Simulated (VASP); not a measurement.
# ZrH: single point with LDA

ZrH:

```
Zr H
1.0
     3.24279    0.00000    0.00000
     0.00000    3.24279    0.00000
     0.00000    0.00000    4.94800
Zr H
2 2
Direct
  0.00000 0.50000 0.00000
  0.50000 0.00000 0.50000
  0.00000 0.00000 0.75000
  0.00000 0.00000 0.25000
```

```yaml
Program: VASP 6.6.1
Task: single point
Functional: LDA
Potentials_or_basis: VASP PAW LDA potentials, release 64 (Zr_sv, H)
Cutoff: 520 eV
k_mesh: 6 × 6 × 4
Occupations: gaussian, width 0.1 eV
Spin: no spin polarisation
Dipole_correction: no
Further_INCAR_settings: ALGO = Fast; EDIFF = 1e-06; NBANDS = 21
```

| Quantity | Value |
| --- | --- |
| Pressure | -5.0 GPa |
| Band gap on the k mesh | none (metal or under the smearing width) |

Stress tensor (GPa, compression positive):
```
-5.56  0.00  0.00
 0.00 -5.56  0.00
 0.00  0.00 -3.90
```

Levels at points of the mesh, in eV from the Fermi level:
```
           k point  band 11  band 12  band 13  band 14  band 15  band 16
(0.00, 0.00, 0.00)    -2.95    -2.83     0.07     0.68     0.68     2.30
(0.50, 0.00, 0.00)    -1.88    -0.69    -0.52    -0.22     1.69     1.93
(0.50, 0.50, 0.00)    -2.86    -2.86    -1.83     2.93     4.01     4.36
(0.00, 0.00, 0.50)    -1.69    -1.69     0.07     0.07     1.78     1.78
(0.50, 0.00, 0.50)    -2.72    -0.12     0.28     0.58     0.66     1.09
(0.50, 0.50, 0.50)    -1.90    -1.90    -0.27    -0.27     1.62     1.62
```

It took 20 s on 1 thread of Intel(R) Xeon(R) 6975P-C (Granite Rapids), with other jobs on the host, peak memory 0.15 GiB.
